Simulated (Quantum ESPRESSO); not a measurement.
The system is Li.

```
Li
1.0
     3.11100    0.00000    0.00000
    -1.55550    2.69421    0.00000
     0.00000    0.00000    5.09300
Li
2
Cartesian
  1.5555 0.8981 3.8197
  0.0000 1.7961 1.2732
```

This isn't the form of Li at room conditions, which is bcc.

| Property | Result |
| --- | --- |
| Program | Quantum ESPRESSO 7.5 |
| Task | single point |
| Functional | PBE |
| Potentials or basis | SSSP 1.3 efficiency PBE |
| Cutoff | 748 eV |
| Density cutoff | 5987 eV |
| k mesh | 10 × 10 × 5 |
| Occupations | fermi-dirac, width 0.05 eV |
| Spin | no spin polarisation |

On this cell: pressure -0.7 GPa; largest force under 0.003 eV/Å; band gap on the k mesh none (metal or under the smearing width).

The same run follows on a disturbed copy (atoms moved at random, drawn with an rms of 0.05 Å):

```xyz
2
Lattice="3.1110 0.0000 0.0000 -1.5555 2.6942 0.0000 0.0000 0.0000 5.0930" Properties=species:S:1:pos:R:3 pbc="T T T"
Li    1.5536    0.9073    3.8469
Li   -0.0150    1.8090    1.2511
```

Q: What changes?

A: The energy (extrapolated to zero smearing) moves by +0.7 meV/atom; pressure -0.7 GPa; largest force 0.055 eV/Å; band gap on the k mesh none (metal or under the smearing width).

Forces on the atoms (eV/Å):
```
Li  -0.002  0.001 -0.055
Li   0.002 -0.001  0.055
```

Stress tensor (GPa, compression positive):
```
-0.62  0.02  0.00
 0.02 -0.61  0.00
 0.00  0.00 -0.80
```
